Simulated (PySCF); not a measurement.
Compound: 1-butene, C4H8.
Numbering: `[CH2:1]=[CH:2][CH2:3][CH3:4]` (hydrogens: H5, H6 on C1; H7 on C2; H8, H9 on C3; H10, H11, H12 on C4)

Cartesian coordinates in Å at the GFN2-xTB level; atoms count from 1:
```xyz
12
C4H8 angstrom
C      1.877    0.301    0.569
C      0.671    0.681    0.193
C     -0.250   -0.137   -0.653
C     -1.540   -0.468    0.098
H      2.289   -0.649    0.268
H      2.508    0.920    1.184
H      0.278    1.639    0.510
H     -0.501    0.425   -1.558
H      0.247   -1.061   -0.954
H     -1.317   -1.043    0.994
H     -2.208   -1.053   -0.529
H     -2.053    0.444    0.395
```

Method: TDDFT CAM-B3LYP/def2-SVPD, vertical, gas phase, core orbitals frozen in the response (PySCF 2.14.0, density-fitted response routines).

Ground-to-excited transition dipoles (e·a0, same axes as the geometry; the sign carries no meaning), for the states with f of 0.002 or more among the lowest 8:

| state | E (eV) | μx | μy | μz |
| --- | --- | --- | --- | --- |
| S1 | 7.356 | -0.549 | -0.204 | 0.220 |
| S2 | 7.532 | 1.374 | -0.213 | 0.563 |
| S5 | 8.181 | 0.154 | -0.050 | -0.195 |
| S6 | 8.677 | 0.172 | 0.168 | -0.249 |
| S7 | 8.922 | -0.100 | -0.031 | 0.036 |
| S8 | 9.415 | -0.001 | -0.051 | -0.116 |

Task: Work out the oscillator strengths.

Result: f = (2/3) ΔE |μ|² with ΔE in hartree (27.2114 eV).

| state | \|μ\|² (au) | \|μ\| (D) | f |
| --- | --- | --- | --- |
| S1 | 0.392 | 1.59 | 0.071 |
| S2 | 2.250 | 3.81 | 0.415 |
| S5 | 0.064 | 0.64 | 0.013 |
| S6 | 0.120 | 0.88 | 0.026 |
| S7 | 0.012 | 0.28 | 0.003 |
| S8 | 0.016 | 0.32 | 0.004 |

Task: Which bond between heavy atoms lies closest to the direction of the S2 transition dipole?

Result: C1–C2, at 10° from it; next C2–C3 at 46°.

Task: What angle do the transition dipoles of S5 and S6 make?

Result: |cos θ| = |μa·μb| / (|μa| |μb|) = 0.76, so θ ≈ 41° (taken between 0 and 90°, since the signs are arbitrary).

Task: How is the summed strength of these states shared among x, y and z?

Result: (2/3) Σ ΔE μα² gives 0.416 for x, 0.023 for y and 0.091 for z, 0.531 in all.

Task: What peak molar absorption coefficient would the strongest computed level give as a lone Gaussian band 0.3 eV wide at half height?

Result: ε(max) = 2.175×10⁸ f / FWHM, with the width in cm⁻¹. S2: 2.175×10⁸ × 0.4152 / 2420 ≈ 37000 L mol⁻¹ cm⁻¹.

On one thread, Arm Neoverse V1, no GPU, shared host, this took 13 s of wall time.

One conformer stands for the species.
